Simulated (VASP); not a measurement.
# SnO₂: forms and broadenings of the independent-particle spectrum

SnO₂, P6_3/mmc (no. 194), 6 atoms in the cell. PBE, independent-particle dielectric function; PAW potentials Sn_d, O (PBE set).

## Input

INCAR.step1:
```
EDIFF    = 1E-8           # SCF threshold, eV
ENCUT    = 460            # plane-wave cutoff, eV
ISMEAR   = 0              # smearing method
KPAR     = 4            
LASPH    = T              # aspherical terms in the spheres
LCHARG   = F              # write CHGCAR
LEPSILON = T              # dielectric tensor by DFPT
LWAVE    = F              # write WAVECAR
PREC     = Accurate       # precision mode
SIGMA    = 0.02           # smearing width, eV
```

INCAR.step2, as INCAR.step1 but for:
```
- LEPSILON = T
- LWAVE = F
+ LWAVE = T
+ NBANDS = 90
```

INCAR.step3, as INCAR.step2 but for:
```
- EDIFF = 1E-8
- LWAVE = T
+ ALGO = None
+ CSHIFT = 0.1
+ EDIFF = 1E-7
+ ISTART = 1
+ LOPTICS = T
+ LWAVE = F
+ NEDOS = 2000
+ NELM = 1
```

INCAR.step4, as INCAR.step3 but for:
```
+ LNABLA = T
```

INCAR.step5, as INCAR.step4 but for:
```
- LNABLA = T
+ IPEAD = 3
+ LPEAD = T
```

INCAR.step6, as INCAR.step5 but for:
```
- IPEAD = 3
+ IPEAD = 2
```

INCAR.step7 changes the same tag again: IPEAD = 4.

INCAR.step8, as INCAR.step7 but for:
```
- CSHIFT = 0.1
- IPEAD = 4
- LPEAD = T
+ CSHIFT = 0.2
```

INCAR.step9, as INCAR.step8 but for:
```
- CSHIFT = 0.2
+ CSHIFT = 0.3
```

INCAR.step10 changes the same tag again: CSHIFT = 0.5.

INCAR.step11, as INCAR.step10 but for:
```
- CSHIFT = 0.5
- ISMEAR = 0
+ CSHIFT = 0.1
+ ISMEAR = -5
```

INCAR.step12, as INCAR.step11 but for:
```
- ISMEAR = -5
- SIGMA = 0.02
+ ISMEAR = 0
+ SIGMA = 0.2
```

INCAR.step13, as INCAR.step12 but for:
```
- SIGMA = 0.2
+ OMEGAMAX = 12
+ SIGMA = 0.02
```

INCAR.step14, as INCAR.step13 but for:
```
- OMEGAMAX = 12
+ OMEGAMAX = 60
```

KPOINTS:
```
k-points
0
Gamma
  8 8 2
```

POSCAR:
```
SnO2
1.0
    3.2305756168      0.0000000000      0.0000000000
   -1.6152878084      2.7977605530      0.0000000000
    0.0000000000      0.0000000000     10.7905620000
Sn O
2 4
Direct
    0.0000000000      0.0000000000      0.0000000000
    0.0000000000      0.0000000000      0.5000000000
    0.3333333333      0.6666666667      0.9058620000
    0.3333333333      0.6666666667      0.5941380000
    0.6666666667      0.3333333333      0.0941380000
    0.6666666667      0.3333333333      0.4058620000
```

Commands (each step's output is kept before the next begins):
```
cat potpaw_PBE.64/Sn_d/POTCAR potpaw_PBE.64/O/POTCAR > POTCAR
cp INCAR.step1 INCAR
mpirun -np 4 vasp_std > vasp.out
rm WAVECAR CHG
cp INCAR.step2 INCAR
mpirun -np 4 vasp_std > vasp.out
cp INCAR.step3 INCAR
mpirun -np 4 vasp_std > vasp.out
cp INCAR.step4 INCAR
mpirun -np 4 vasp_std > vasp.out
cp INCAR.step5 INCAR
mpirun -np 4 vasp_std > vasp.out
cp INCAR.step6 INCAR
mpirun -np 4 vasp_std > vasp.out
cp INCAR.step7 INCAR
mpirun -np 4 vasp_std > vasp.out
cp INCAR.step8 INCAR
mpirun -np 4 vasp_std > vasp.out
cp INCAR.step9 INCAR
mpirun -np 4 vasp_std > vasp.out
cp INCAR.step10 INCAR
mpirun -np 4 vasp_std > vasp.out
cp INCAR.step11 INCAR
mpirun -np 4 vasp_std > vasp.out
cp INCAR.step12 INCAR
mpirun -np 4 vasp_std > vasp.out
cp INCAR.step13 INCAR
mpirun -np 4 vasp_std > vasp.out
cp INCAR.step14 INCAR
mpirun -np 4 vasp_std > vasp.out
```

## Result

- Direct gap on the mesh (eV): 2.48
- Gap on the mesh (eV): 2.09
- Bands: 90

One ground state, settings moved in the last step alone:

| Settings | ε at zero frequency | Mean energy of the absorption, weighted by Im ε (eV) | Time (s) |
|---|---|---|---|
| longitudinal form, CSHIFT 0.1 | 3.83 | 10.17 | 4 |
| transversal form (LNABLA) | 3.73 | 10.16 | 4 |
| finite differences (LPEAD), order 3 | 3.82 | 10.18 | 10 |
| finite differences (LPEAD), order 2 | 3.82 | 10.19 | 8 |
| finite differences (LPEAD), order 4 | 3.82 | 10.18 | 12 |
| CSHIFT 0.2 | 3.83 | 10.18 | 6 |
| CSHIFT 0.3 | 3.82 | 10.18 | 6 |
| CSHIFT 0.5 | 3.81 | 10.20 | 6 |
| tetrahedron method | 3.78 | 10.23 | 7 |
| SIGMA 0.2 | 3.83 | 10.17 | 9 |
| OMEGAMAX 12, which cuts the spectrum short | 3.12 | – | 6 |
| OMEGAMAX 60 | 3.83 | 10.17 | 6 |

The mean energy covers the spectrum up to 20 eV.

On the same mesh, density-functional perturbation theory with local fields gives ε = 3.46.

Limits: The 8×8×2 mesh is coarse for a spectrum: peaks stand apart that a denser mesh merges, and ε at zero frequency can be far too high; spin-orbit coupling is left out, which can matter with atoms this heavy.

VASP 6.6.1 took 238 s on 4 cores (Intel Xeon Platinum 8488C (Sapphire Rapids)), a shared host.
